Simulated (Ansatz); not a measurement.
The system is ZrC.

```xyz
2
Lattice="0.0000 2.3650 2.3650 2.3650 0.0000 2.3650 2.3650 2.3650 0.0000" Properties=species:S:1:pos:R:3 pbc="T T T"
Zr    2.3650    2.3650    2.3650
C     0.0000    0.0000    0.0000
```

A run of Ansatz 0.2.0 on this cell left the log below. Logs are shortened: lines on timing, memory, paths and dates and some standing lists are left out, and cuts for length are marked.

```text
Warning: RAYON_NUM_THREADS=1 ignored (pool sized by the plan → 1); use --threads N
LAPW: plane waves up to 8.390 Å⁻¹, error target 1.0e-3 eV per atom; small_component_spin mean_spin; C in spheres of 1.020 Å, 6 of its electrons in bands, Dirac shells []; Zr in spheres of 1.274 Å, 30 of its electrons in bands, Dirac shells [] (how accurate: hamiltonian.pseudopotentials.lapw.basis_error, Limitations)
Engine: ansatz 0.2.0, aarch64-unknown-linux-gnu
Pseudopotentials: kind: all_electron
Pseudopotential: Zr, LAPW, valence charge 30, lapw/all_electron/scalar/gaussian/Zr, Koelling and Harmon's equation, gaussian nucleus
Pseudopotential: C, LAPW, valence charge 6, lapw/all_electron/scalar/gaussian/C, Koelling and Harmon's equation, gaussian nucleus
Functional definition: PBE
  parameter kappa = 0.804
  parameter beta = 0.06672455060314922
  exchange = pbe_x(kappa = kappa, mu = beta*pi^2/3)
  correlation = pbe_c(beta = beta)
Crystal: 2 atoms, lattice volume = 26.456 Å³
Basis set: ecut = 268.17638524416856 eV, 259 PW (Γ), exchange–correlation at level 2
Bands: 22, of which v1, the nominal top of the filled ones, is band 18 counted from 1 (17 counted from 0)
Symmetry: 48 space group operations
k-points: 20 of 343
Non-local potential: Zr, projectors of the file, none
Non-local potential: C, projectors of the file, none
Initial density: superposition of atomic densities (chi_scale 0.1, normalization cell, long waves kept (reshape's long-wave potential 0.00 eV rms))
Initial wavefunctions: plane waves of lowest kinetic energy (no species holds an atomic orbital)
Functional: x = pbe(κ = 0.804, μ = 0.2195149727645171), c = pbe(β = 0.06672455060314922)
iter 1 solved again at ethr=1.64e-2 eV; its pass at ethr=1.00e-1 eV (dr2=5.91e0 eV) is discarded
SCF iter   1: F=—  HF=-98967.560036 eV  |F-HF|=—  |Δ(HF+E_count)|=         —  Δρ=1.23e-1  dr2=5.91e0  ethr=1.64e-2  ⟨swp⟩=2.0  Hψ=2815  notcnv=0
[... 37 lines left out ...]
SCF converged after 9 iterations
Free energy (F): -98965.686700 eV
Harris-Foulkes:  -98965.686700 eV  (|F-HF|=4.37e-11)
Internal energy: -98965.682731 eV  (E = F + TS)
E sigma→0 (E₀):  -98965.684716 eV
Entropy (-TS):   -0.003969 eV (-1.985 meV/atom)
Fermi energy:    16.120540 eV
--- Per-component energies (eV) ---
  E_band       = -4576.457293
  E_kinetic    = 102182.909817
  E_xc         = -3258.143130
  E_electrostatic = -197890.449418  (all electrons and nuclei)
  E_smearing   = -0.003969  (= −TS)
  E_closure    = 0.000000  (closes the sum)
  E_atoms      = -98947.444364  (free atoms, spherical and without spin; not in F)
  Σ components = -98965.686700   (vs F -98965.686700, Δ=0.00e0)
  Basis errors (estimates in eV, not in F): energy 3.8e-4 per atom: plane waves 3.4e-4 (2.0e-4 summed), levels above the bands 3.4e-27, relativity 3.3e-8, radial functions 3.9e-5, core shells 5.0e-13; eigenvalues (radial functions only) 2.2e-6; not estimated: angular momenta, meshes, grids; target (lapw.basis_error) 1.0e-3; muffin-tin radii C 1.020 Å, Zr 1.274 Å
--- Forces (eV/Å), atoms counted from 1 ---
  atom   1  Zr    -0.00000000     0.00000000     0.00000000
  atom   2  C     -0.00000000     0.00000000     0.00000000
  max |Σ_I F_I| component: 8.38e-31 eV/Å
--- Band table (eV; the first three rows and the last of 20) ---
  k-point 0: bands = ["-381.8742", "-294.7553", "-294.7553", "-294.7553", "-248.4652", "-151.9215", "-151.9215", "-151.9215", "-151.9088", "-151.9088", "-32.0000", "-9.7248", "-9.7248", "-9.7248", "4.9344", "17.1068", "17.1068", "17.1068", "17.2588", "17.2588", "17.2588", "18.9288"]
  k-point 1: bands = ["-381.8742", "-294.7553", "-294.7553", "-294.7553", "-248.4652", "-151.9215", "-151.9215", "-151.9215", "-151.9088", "-151.9088", "-31.9826", "-9.8842", "-9.7391", "-9.7391", "5.3705", "15.1504", "15.5883", "15.5883", "17.8533", "17.8533", "18.3025", "20.7741"]
  k-point 2: bands = ["-381.8742", "-294.7553", "-294.7553", "-294.7553", "-248.4652", "-151.9215", "-151.9215", "-151.9215", "-151.9088", "-151.9088", "-31.9433", "-10.2253", "-9.7707", "-9.7707", "6.4716", "12.9421", "14.1545", "14.1545", "19.0365", "19.0365", "19.1785", "23.4873"]
  k-point 19: bands = ["-381.8742", "-294.7553", "-294.7553", "-294.7553", "-248.4652", "-151.9215", "-151.9215", "-151.9215", "-151.9088", "-151.9088", "-31.8785", "-10.2317", "-10.2032", "-9.9592", "6.8320", "13.1208", "13.8421", "14.1229", "18.7796", "19.9819", "21.6280", "23.1822"]
--- Phonons: 2 displaced members + reference (amplitude 0.01 Å, Σ member SCF iterations 14) ---
  symmetry images taken by strict's conditions (phonons.symmetry_images: auto; settled by no image being taken that strict refuses)
  ASR residual: 5.753e-4 → 0.000e0 eV/Å²; symmetrization residual: 7.744e-5 eV/Å²
  largest component of a force at the reference: 4.4e-31 eV/Å
  ASR residual per site (eV/Å²): 5.75e-4 5.31e-4
  Γ frequencies (cm⁻¹): 0.00 0.00 0.00 397.32 397.32 397.32
  density of states and harmonic sums: on the 22×22×22 q-mesh, interpolated from the force constants of a 1×1×1 supercell (no non-analytic term)
  largest difference from the sums on the solved wave vectors: F 4.69e-1 eV, S 7.28e-4 and C_V 2.58e-4 eV/K
  zero-point energy: 0.092814 eV/cell   skipped modes (ω ≤ 0): 3   left out of the sums: 4.70e-5 of the cell's modes: C_V's classical limit lies that fraction below 3 k_B per atom; for a crystal, a wire or a layer, F and S can be off by more, and a phonons.interpolated_qmesh denser along its periods is the remedy for the sampling
```

Problem. What input gives this log?

Solution. Phonons with PBE, no spin polarisation. The files as run (others can give the same):

input.yaml
```yaml
crystal:
  lattice:
    - [0.0, 2.365, 2.365]
    - [2.365, 0.0, 2.365]
    - [2.365, 2.365, 0.0]
  atoms:
    - { symbol: Zr, position: [0.5, 0.5, 0.5] }
    - { symbol: C, position: [0.0, 0.0, 0.0] }
kpoints:
  mp_grid: { grid: [7, 7, 7] }
scf:
  occupations: { method: fermi_dirac, width: 0.05 }
hamiltonian:
  xc: pbe
  pseudopotentials: { kind: all_electron, lapw: { basis_error: 0.001 } }
output: {}
phonons:
  method: fd
  supercell: [1, 1, 1]
```

Potentials or basis: all-electron LAPW, scalar-relativistic.
The run is started by
```bash
$ ansatz run input.yaml --threads 1 --pin off --max-ram 3072MiB --backend cpu --events-out ev --progress --plain --runs-dir out
```

Caveat: the k mesh is thin for a metal, which can move the energy by tens of meV per atom; a metal's response needs a denser mesh.
